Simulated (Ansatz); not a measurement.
Notes on a calculation: In (bcc)

Computed with Ansatz (plane waves, PAW, 420 eV cutoff): PBE, scalar-relativistic, no spin polarisation, 16×16×16 k-mesh, Gaussian smearing of 0.05 eV; PAW files: Ansatz's generated set soft_2.

At room temperature and ambient pressure In takes another structure.

The first cell:

```
In
1.0
    -1.87004    1.87004    1.87004
     1.87004   -1.87004    1.87004
     1.87004    1.87004   -1.87004
In
1
Cartesian
  0.0000 0.0000 0.0000
```

The first steps of the search for zero pressure:

| run | level | k-mesh | kind | V (Å³/atom) | P (GPa) | gap on the mesh (eV) |
| --- | --- | --- | --- | --- | --- | --- |
| 1 | PBE | 16×16×16 | fixed cell | 26.16 | 2.5 | metal |
| 2 | PBE | 16×16×16 | fixed cell | 26.60 | 1.8 | metal |

(1) At which volume does PBE reach zero pressure?

Answer:

(1) 27.93 Å³/atom, about 6.8 % over the start.

The steps that followed:

| run | level | k-mesh | kind | V (Å³/atom) | P (GPa) | E − E(final) (meV/atom) | gap on the mesh (eV) |
| --- | --- | --- | --- | --- | --- | --- | --- |
| 3 | PBE | 16×16×16 | fixed cell | 27.93 | 0.0 | 0.0 | metal |

The final structure (symmetry read at 0.01 Å). It takes space group Im-3m (No. 229, cubic). Conventional cell: a = 3.823 Å, b = 3.823 Å, c = 3.823 Å, α = 90.00°, β = 90.00°, γ = 90.00°. In (site symmetry m-3m) has 8 In at 3.31 Å as nearest neighbours. (Neighbours are counted to 15 % beyond the shortest distance.)

- At the final geometry the gap, band path included, is zero (metallic).

**Why it comes out so.**

With 13 valence electrons in the calculation's cell and no magnetic order, the bands, two electrons each, can't all be full or empty: band theory demands a metal.
